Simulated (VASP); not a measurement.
Ni, 1 atom in the cell. The structure is cubic, space group Fm-3m (No. 225). Conventional cell: a = 3.524 Å, b = 3.524 Å, c = 3.524 Å, α = 90.00°, β = 90.00°, γ = 90.00°. Ni (site symmetry m-3m) has 12 Ni at 2.49 Å as nearest neighbours. 

```yaml
Program: VASP 6.6.1
Task: relaxation of cell and atoms
Functional: PBE
Dispersion: D3(BJ)
Potentials_or_basis: VASP PAW PBE potentials, release 64 (Ni)
Cutoff: 600 eV
k_mesh: 18 × 18 × 18
Occupations: methfessel-paxton, width 0.1 eV
Spin: collinear spin, ferromagnetic start
Starting_moments: "[2.0] μB"
Further_INCAR_settings: ALGO = Normal; EDIFF = 1e-06; AMIX = 0.2; BMIX = 0.0001; IBRION = 2; EDIFFG = -0.01; NSW = 90; ISIF = 3
```

Potentials or basis: VASP PAW PBE potentials, release 64 (Ni).

The run is started by

```console
$ cat potpaw_PBE.64/Ni/POTCAR > POTCAR
$ mpirun -np 1 vasp_std > vasp.out
```

Hardware: 1 thread of Intel(R) Xeon(R) 6975P-C (Granite Rapids), on a shared host.

Question: How long does it take, and how much memory?

Answer: It took 47 s on 1 thread of Intel(R) Xeon(R) 6975P-C (Granite Rapids), with other jobs on the host, peak memory 0.18 GiB. Counts: scf iterations 32, k points 195, ion steps 3.
